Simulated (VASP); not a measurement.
**Si in VASP 6.6.1, single-point calculation**

INCAR

```
NSW = 0
LREAL = .FALSE.
EDIFF = 1E-7
GGA = PE
ISMEAR = -1
LASPH = .TRUE.
NELECT = 7.5
LCHARG = .FALSE.
SIGMA = 0.02
PREC = Accurate
NELM = 120
ENCUT = 520
NBANDS = 11
LWAVE = .FALSE.
IBRION = -1
ISIF = 2
```

KPOINTS

```
KPOINTS created by Atomic Simulation Environment
0
Gamma
8 8 8
0 0 0
```

POSCAR

```
Si
 1.0000000000000000
     0.0000000000000000    2.7221188956232685    2.7221188956232685
     2.7221188956232685    0.0000000000000000    2.7221188956232685
     2.7221188956232685    2.7221188956232685    0.0000000000000000
 Si
   2
Cartesian
  0.0000000000000000 -0.0000000000000000  0.0000000000000000
  1.3610594478116342  1.3610594478116342  1.3610594478116342
```

The recommended PBE PAW datasets give the neutral cell 8 valence electrons.

Command

```
mpirun -np 1 vasp_std
```

Predict the outcome of this run.

It converged. Results: pressure -17.6 GPa.

OSZICAR

```
N       E                     dE             d eps       ncg     rms          rms(c)
DAV:   1     0.176160904223E+01    0.17616E+01   -0.26091E+03   638   0.462E+02
DAV:   2    -0.128031656850E+02   -0.14565E+02   -0.14056E+02   886   0.775E+01
DAV:   3    -0.132427839422E+02   -0.43962E+00   -0.43774E+00   826   0.109E+01
DAV:   4    -0.132459815856E+02   -0.31976E-02   -0.31972E-02   770   0.112E+00
DAV:   5    -0.132460096098E+02   -0.28024E-04   -0.28024E-04   788   0.985E-02    0.440E+00
DAV:   6    -0.133381941778E+02   -0.92185E-01   -0.12850E-02   728   0.547E-01    0.258E+00
DAV:   7    -0.133157455669E+02    0.22449E-01   -0.56280E-02   704   0.108E+00    0.253E-01
DAV:   8    -0.133156660786E+02    0.79488E-04   -0.15797E-03   746   0.223E-01    0.107E-01
DAV:   9    -0.133159860164E+02   -0.31994E-03   -0.84007E-04   704   0.138E-01    0.284E-02
DAV:  10    -0.133159640829E+02    0.21933E-04   -0.33377E-05   742   0.275E-02    0.140E-02
DAV:  11    -0.133159643726E+02   -0.28965E-06   -0.65333E-06   761   0.129E-02    0.352E-03
DAV:  12    -0.133159649676E+02   -0.59504E-06   -0.78216E-07   795   0.446E-03    0.337E-03
DAV:  13    -0.133159648521E+02    0.11549E-06   -0.79174E-08   652   0.143E-03    0.171E-04
DAV:  14    -0.133159648003E+02    0.51799E-07   -0.37457E-09   415   0.344E-04
   1 F= -.13315965E+02 E0= -.13314449E+02  d E =-.303124E-02
```

The cell is charged and sits in a uniform background.

For comparison, a separate PBE run of the intended cell, on usual settings and not on those above, gives a gap of 0.63 eV on its mesh and a pressure of 1.2 GPa.
